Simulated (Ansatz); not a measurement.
# ZrC (Fm-3m) in Ansatz: reference runs

How does ZrC come out in PBEsol? The cell is run as given and disturbed.

Everything below comes from runs of Ansatz 0.2.0. Logs are shortened: lines on timing, memory, paths and dates and some standing lists are left out, and cuts for length are marked.

### 1 Starting point

It takes space group Fm-3m (No. 225, cubic). Conventional cell: a = 4.730 Å, b = 4.730 Å, c = 4.730 Å, α = 90.00°, β = 90.00°, γ = 90.00°. Zr (site symmetry m-3m) has 6 C at 2.37 Å as nearest neighbours. C (site symmetry m-3m) is surrounded by 6 Zr at 2.37 Å.

### 2 Single point, PBEsol

Input file input.yaml:

```yaml
crystal:
  lattice:
    - [0.0, 2.365, 2.365]
    - [2.365, 0.0, 2.365]
    - [2.365, 2.365, 0.0]
  atoms:
    - { symbol: Zr, position: [0.5, 0.5, 0.5] }
    - { symbol: C, position: [0.0, 0.0, 0.0] }
kpoints:
  mp_grid: { grid: [10, 10, 10] }
scf:
  occupations: { method: fermi_dirac, width: 0.05 }
hamiltonian:
  xc: pbesol
  pseudopotentials: { kind: all_electron, lapw: { basis_error: 0.001 } }
output:
  forces: true
  stress: true
  eigenvalues: true
  populations: true
```

Potentials or basis: all-electron LAPW, scalar-relativistic.

Launch:

```sh
> ansatz run input.yaml --threads 1 --pin off --max-ram 3072MiB --backend cpu --events-out ev --progress --plain --runs-dir out
```

Log:

```text
Warning: RAYON_NUM_THREADS=1 ignored (pool sized by the plan → 1); use --threads N
Zr: projections on atomic orbitals take those of the free atom 1s2 2s2 2p6 3s2 3p6 3d10 4s2 4p6 4d2 5s2, of charge +0.00 (hamiltonian.pseudopotentials.projection_atoms)
C: projections on atomic orbitals take those of the free atom 1s2 2s2 2p2, of charge +0.00 (hamiltonian.pseudopotentials.projection_atoms)
LAPW: plane waves up to 8.162 Å⁻¹, error target 1.0e-3 eV per atom; small_component_spin mean_spin; C in spheres of 1.050 Å, 6 of its electrons in bands, Dirac shells []; Zr in spheres of 1.315 Å, 30 of its electrons in bands, Dirac shells [] (how accurate: hamiltonian.pseudopotentials.lapw.basis_error, Limitations)
Engine: ansatz 0.2.0, x86_64-unknown-linux-gnu
Pseudopotentials: kind: all_electron
Pseudopotential: Zr, LAPW, valence charge 30, lapw/all_electron/scalar/gaussian/Zr, Koelling and Harmon's equation, gaussian nucleus
Pseudopotential: C, LAPW, valence charge 6, lapw/all_electron/scalar/gaussian/C, Koelling and Harmon's equation, gaussian nucleus
Functional definition: PBEsol
  exchange = pbesol_x
  correlation = pbesol_c
Crystal: 2 atoms, lattice volume = 26.456 Å³
Basis set: ecut = 253.83626685940925 eV, 259 PW (Γ), exchange–correlation at level 2
Bands: 22, of which v1, the nominal top of the filled ones, is band 18 counted from 1 (17 counted from 0)
Symmetry: 48 space group operations
Space group: Fm-3m (ITA 225), of the structure as read, at distance tolerance 3.0e-5 Å
k-points: 47 of 1000
Non-local potential: Zr, projectors of the file, none
Non-local potential: C, projectors of the file, none
Initial density: superposition of atomic densities (chi_scale 0.1, normalization cell, long waves kept (reshape's long-wave potential 0.00 eV rms))
Initial wavefunctions: plane waves of lowest kinetic energy (no species holds an atomic orbital)
Functional: x = pbesol(κ = 0.804, μ = 0.12345679012345678), c = pbesol(β = 0.046)
iter 1 solved again at ethr=1.44e-2 eV; its pass at ethr=1.00e-1 eV (dr2=5.19e0 eV) is discarded
SCF iter   1: F=—  HF=-98908.127933 eV  |F-HF|=—  |Δ(HF+E_count)|=         —  Δρ=1.16e-1  dr2=5.18e0  ethr=1.44e-2  ⟨swp⟩=2.0  Hψ=6685  notcnv=0
preconditioner: auto → none  [insulator: Δε(μ)=0.325 eV  Ē_g=18.157 eV  σ=0.050 eV  W_gap=0.61  n_scr=14 (ndim 8)  ℏωp=27.0 eV  f_vac=0.000  D(μ)=0.16/eV (n_scr^D=0)  ε∞_Penn≈3.2]
SCF iter   2: F=—  HF=-98907.628440 eV  |F-HF|=—  |Δ(HF+E_count)|=   4.99e-1  Δρ=8.45e-2  dr2=2.60e0  ethr=1.44e-2  ⟨swp⟩=2.9  Hψ=3016  notcnv=0
iter 3 solved again at ethr=6.58e-5 eV; its pass at ethr=7.21e-3 eV (dr2=2.37e-2 eV) is discarded
SCF iter   3: F=—  HF=-98906.374256 eV  |F-HF|=—  |Δ(HF+E_count)|=    1.25e0  Δρ=1.05e-2  dr2=2.38e-2  ethr=6.58e-5  ⟨swp⟩=2.1  Hψ=5275  notcnv=0
SCF iter   4: F=—  HF=-98906.368206 eV  |F-HF|=—  |Δ(HF+E_count)|=         —  Δρ=3.08e-3  dr2=3.11e-3  ethr=6.58e-5  ⟨swp⟩=2.0  Hψ=3328  notcnv=0
the basis was enlarged: its passes take 196.8 KiB over the memory plan, 1 of 1 planned eigensolver slots
SCF iter   5: F=—  HF=-98906.366475 eV  |F-HF|=—  |Δ(HF+E_count)|=   1.73e-3  Δρ=1.41e-3  dr2=4.37e-4  ethr=8.65e-6  ⟨swp⟩=2.0  Hψ=3200  notcnv=0
SCF iter   6: F=—  HF=-98906.365511 eV  |F-HF|=—  |Δ(HF+E_count)|=   9.64e-4  Δρ=2.09e-4  dr2=1.14e-5  ethr=1.21e-6  ⟨swp⟩=2.8  Hψ=3273  notcnv=0
SCF iter   7: F=—  HF=-98906.365489 eV  |F-HF|=—  |Δ(HF+E_count)|=   2.21e-5  Δρ=5.59e-5  dr2=8.04e-7  ethr=3.16e-8  ⟨swp⟩=2.2  Hψ=3207  notcnv=0
SCF iter   8: F=-98906.365487 eV  HF=-98906.365487 eV  |F-HF|=1.98e-9  |Δ(HF+E_count)|=   1.27e-6  Δρ=2.04e-6  dr2=8.62e-10  ethr=2.23e-9  ⟨swp⟩=2.7  Hψ=3253  notcnv=0
SCF 1 converged in 8 iterations: F = -98906.365487 eV  dr2 = 8.62e-10
SCF converged after 8 iterations
Free energy (F): -98906.365487 eV
Harris-Foulkes:  -98906.365487 eV  (|F-HF|=1.98e-9)
Internal energy: -98906.362846 eV  (E = F + TS)
E sigma→0 (E₀):  -98906.364167 eV
Entropy (-TS):   -0.002641 eV (-1.321 meV/atom)
Fermi energy:    16.059663 eV
--- Per-component energies (eV) ---
  E_band       = -4573.335427
  E_kinetic    = 102110.055381
  E_xc         = -3197.427043
  E_electrostatic = -197818.991184  (all electrons and nuclei)
  E_smearing   = -0.002641  (= −TS)
  E_closure    = 0.000000  (closes the sum)
  E_atoms      = -98887.051451  (free atoms, spherical and without spin; not in F)
  Σ components = -98906.365487   (vs F -98906.365487, Δ=0.00e0)
  Basis errors (estimates in eV, not in F): energy 3.4e-4 per atom: plane waves 3.0e-4 (1.7e-4 summed), levels above the bands 4.4e-27, relativity 8.6e-9, radial functions 3.2e-5, core shells 4.6e-13; eigenvalues (radial functions only) 4.6e-6; not estimated: angular momenta, meshes, grids; target (lapw.basis_error) 1.0e-3; muffin-tin radii C 1.050 Å, Zr 1.315 Å
--- Forces (eV/Å), atoms counted from 1 ---
  atom   1  Zr    -0.00000000     0.00000000    -0.00000000
  atom   2  C      0.00000000    -0.00000000    -0.00000000
  max |Σ_I F_I| component: 8.55e-31 eV/Å
--- Stress (GPa, compression-positive) ---
       -8.444717      -0.000000       0.000000
       -0.000000      -8.444717      -0.000000
        0.000000      -0.000000      -8.444717
  P = ⅓ Tr σ = -8.4447 GPa (-84.447 kbar)
--- Band table (eV; the first three rows and the last of 47) ---
  k-point 0: bands = ["-381.3956", "-294.5241", "-294.5241", "-294.5241", "-247.3177", "-151.9608", "-151.9608", "-151.9608", "-151.9473", "-151.9473", "-31.9942", "-9.7468", "-9.7468", "-9.7468", "4.8312", "16.9964", "16.9964", "16.9964", "17.1015", "17.1015", "17.1015", "18.8003"]
  k-point 1: bands = ["-381.3956", "-294.5241", "-294.5241", "-294.5241", "-247.3177", "-151.9608", "-151.9608", "-151.9608", "-151.9473", "-151.9473", "-31.9853", "-9.8298", "-9.7542", "-9.7542", "5.0524", "15.6847", "15.9886", "15.9886", "17.4726", "17.4726", "17.9162", "19.8969"]
  k-point 2: bands = ["-381.3956", "-294.5241", "-294.5241", "-294.5241", "-247.3177", "-151.9608", "-151.9608", "-151.9608", "-151.9473", "-151.9473", "-31.9617", "-10.0409", "-9.7733", "-9.7733", "5.6617", "14.1058", "14.8167", "14.8167", "18.1116", "18.1116", "18.4685", "21.7435"]
  k-point 46: bands = ["-381.3956", "-294.5241", "-294.5241", "-294.5241", "-247.3177", "-151.9608", "-151.9608", "-151.9608", "-151.9473", "-151.9473", "-31.8682", "-10.2994", "-10.1676", "-10.0361", "6.6280", "13.6542", "13.7312", "13.7315", "18.4176", "20.0815", "21.5998", "22.5185"]
--- Löwdin populations: 2 sites ---
  site symbol       q [e]
     0     Zr     39.2293
     1      C      6.7311
  spilling = 0.000861 (of n_electrons = 46.000000)
```

Wall time 4.5 s (1 thread of Intel Xeon 6975P-C (Granite Rapids), shared host); peak memory 0.32 GiB.

Results:

```yaml
Free_energy: -98906.3655 eV
Pressure: -8.4 GPa
Band_gap_on_the_k_mesh: none (metal or under the smearing width)
Loewdin_charges: Zr +0.77; C -0.73 e
```

Levels at points of the mesh, in eV from the Fermi level:
```csv
k point,band 14,band 15,band 16,band 17,band 18,band 19,band 20,band 21,band 22
"(0.00, 0.00, 0.00)",-25.81,-11.23,0.94,0.94,0.94,1.04,1.04,1.04,2.74
"(0.00, 0.00, -0.50)",-25.88,-8.19,-5.27,-2.89,-2.89,4.39,4.39,5.21,6.38
"(0.00, -0.50, -0.50)",-26.08,-10.03,-2.10,-1.76,0.04,0.04,4.35,5.53,5.53
```

### 3 Single point, PBEsol (atoms moved at random, drawn with an rms of 0.05 Å)

input.yaml, as its differences from that of step 2:

```diff
@@ -6,4 +6,4 @@
   atoms:
-    - { symbol: Zr, position: [0.5, 0.5, 0.5] }
-    - { symbol: C, position: [0.0, 0.0, 0.0] }
+    - { symbol: Zr, position: [0.490141, 0.495912, 0.506416] }
+    - { symbol: C, position: [-0.010939, -0.004722, 0.021578] }
 kpoints:
```

Potentials or basis: all-electron LAPW, scalar-relativistic.

Launch:

```sh
> ansatz run input.yaml --threads 1 --pin off --max-ram 3072MiB --backend cpu --events-out ev --progress --plain --runs-dir out
```

It took 65 s on 1 thread of Intel Xeon 6975P-C (Granite Rapids), shared host; peak memory 0.8 GiB.

Results (log left out):

```
Free energy            : -98906.3579 eV
Pressure               : -8.3 GPa
Largest force          : 0.310 eV/Å
Band gap on the k mesh : none (metal or under the smearing width)
Loewdin charges        : Zr +0.77; C -0.73 e
```

Forces on the atoms (eV/Å):
```
Zr   0.222  0.215 -0.027
C   -0.222 -0.215  0.027
```

Stress tensor (GPa, compression positive):
```
-8.18 -0.14  0.02
-0.14 -8.19  0.02
 0.02  0.02 -8.43
```

Levels at points of the mesh, in eV from the Fermi level:
```
              k point  band 14  band 15  band 16  band 17  band 18  band 19  band 20  band 21  band 22
   (0.00, 0.00, 0.00)   -25.82   -11.24     0.69     0.71     0.87     1.03     1.24     1.27     2.75
  (0.00, 0.00, -0.50)   -25.89    -8.21    -5.28    -2.90    -2.90     4.38     4.38     5.19     6.38
  (0.00, -0.50, 0.00)   -25.89    -8.20    -5.28    -2.89    -2.89     4.37     4.38     5.19     6.34
 (0.00, -0.50, -0.50)   -26.09   -10.04    -2.11    -1.80     0.03     0.06     4.35     5.52     5.52
  (-0.50, 0.00, 0.00)   -25.89    -8.20    -5.28    -2.89    -2.89     4.37     4.38     5.19     6.34
 (-0.50, 0.00, -0.50)   -26.09   -10.04    -2.11    -1.80     0.03     0.06     4.35     5.52     5.52
 (-0.50, -0.50, 0.00)   -26.09   -10.04    -2.11    -1.82     0.02     0.08     4.36     5.52     5.52
(-0.50, -0.50, -0.50)   -25.89    -8.21    -5.28    -2.90    -2.90     4.37     4.38     5.19     6.37
```
